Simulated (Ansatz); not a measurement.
Crystal: MgB2.

```xyz
3
Lattice="3.0850 0.0000 0.0000 -1.5425 2.6717 0.0000 0.0000 0.0000 3.5230" Properties=species:S:1:pos:R:3 pbc="T T T"
Mg    0.0000    0.0000    0.0000
B     1.5425    0.8906    1.7615
B     0.0000    1.7811    1.7615
```

* Program: Ansatz 0.2.0
* Task: relaxation of cell and atoms
* Functional: PBEsol
* Potentials or basis: Ansatz PAW
* Cutoff: 420 eV (not typed: the program's choice for these potentials)
* k mesh: 10 × 10 × 8
* Occupations: fermi-dirac, width 0.05 eV
* Spin: no spin polarisation

At the start: volume 9.68 Å³/atom.

Problem. Where does the relaxation end?

Solution. It ends after 4 steps and the volume is 9.47 Å³/atom (-2.1 %); space group P6/mmm (No. 191, to 0.05 Å).

The path:
```
step  energy change (eV)  largest force (eV/Å)  volume (Å³)
   1              0.0000                0.0000        29.04
   2             -0.0058                0.0000        28.60
   3             -0.0066                0.0000        28.41
   4             -0.0060                0.0000        28.41
```

Final structure:
```xyz
3
Lattice="3.0690 0.0000 0.0000 -1.5345 2.6578 0.0000 0.0000 0.0000 3.4833" Properties=species:S:1:pos:R:3 pbc="T T T"
Mg    0.0000    0.0000    0.0000
B     1.5345    0.8859    1.7416
B     0.0000    1.7719    1.7416
```

Caveat: the plane-wave basis is chosen anew once the cell has moved, so the energies of steps on either side of that aren't comparable; the PAW data sets come from PBE, with cores solved anew for the run's functional, which leaves a small shift of forces and pressure.
